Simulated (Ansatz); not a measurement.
BaZrO3 (cubic perovskite), relaxed with r2SCAN in the plane-wave code Ansatz: it is cubic, Pm-3m (No. 221); conventional cell a = 4.205 Å, 14.87 Å³ an atom. Around Ba lie 12 O at 2.97 Å; around Zr lie 6 O at 2.10 Å; around O lie 2 Zr at 2.10 Å and 4 Ba at 2.97 Å. The primitive cell holds 5 atoms in 74.37 Å³. No spin polarisation and no zero-point or thermal motion.

Computed values: HSE06 (4×4×4) gives a least gap of 4.69 eV and a least direct gap of 4.96 eV. r2SCAN's ε∞ is 4.48.

(1) What is the density?

(2) At what wavelength does absorption set in by HSE06, excitons left aside?

(3) What refractive index and reflectivity at normal incidence follow, below the gap and above the phonons?

## Answers

(1) The cell holds 1 Ba, 1 Zr, 3 O: M = 1×137.327 + 1×91.224 + 3×15.999 = 276.55 u in V = 74.37 Å³. ρ = 1.66054 × M/V = 1.66054 × 276.55/74.37 = 6.175 g/cm³, for the static r2SCAN lattice.

(2) λ = 1239.84 eV nm/E: 264 nm for the least gap, where it needs phonons and is weak, and 250 nm for direct transitions. That lies in the ultraviolet, so by this gap the crystal is transparent to visible light.

(3) n = √4.48 = 2.117; R = ((n − 1)/(n + 1))² = (1.117/3.117)² = 12.8 % a face.

Spin-orbit coupling is left out.

The meshes of the hybrids are coarse, so their gaps aren't converged to the digits shown.
